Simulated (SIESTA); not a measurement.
Crystal: W.

```
W
1.0
    -1.54480    1.61508    1.63102
     1.57115   -1.54525    1.58754
     1.54570    1.54614   -1.56120
W
1
Direct
  0.01093 0.00770 0.02297
```

The cell isn't the ideal one: cell strained at random at fixed volume.

Base run:

* Program: SIESTA 5.4.2
* Functional: PBEsol
* Potentials or basis: PseudoDojo 0.4 standard (PBEsol files)
* Basis: DZP (energy shift 0.003 Ry; two zetas on semicore shells)
* Grid cutoff: 800 Ry
* Energy shift: 0.003 Ry
* k mesh: 12 × 12 × 12
* Occupations: fermi-dirac, width 0.05 eV
* Spin: no spin polarisation

Its results: band gap on the k mesh none (metal or under the smearing width); pressure 1.3 GPa.

Question: The run is repeated on the same cell with these changes: functional from PBEsol to PBE; potentials or basis from PseudoDojo 0.4 standard (PBEsol files) to PseudoDojo 0.4 standard (PBE files). What comes out?

Answer: Band gap on the k mesh none (metal or under the smearing width); pressure 10.2 GPa.

Caveats: short orbitals over semicore shells can move pressures by several GPa; the basis of atomic orbitals isn't converged, which shifts pressures, moduli and gaps.
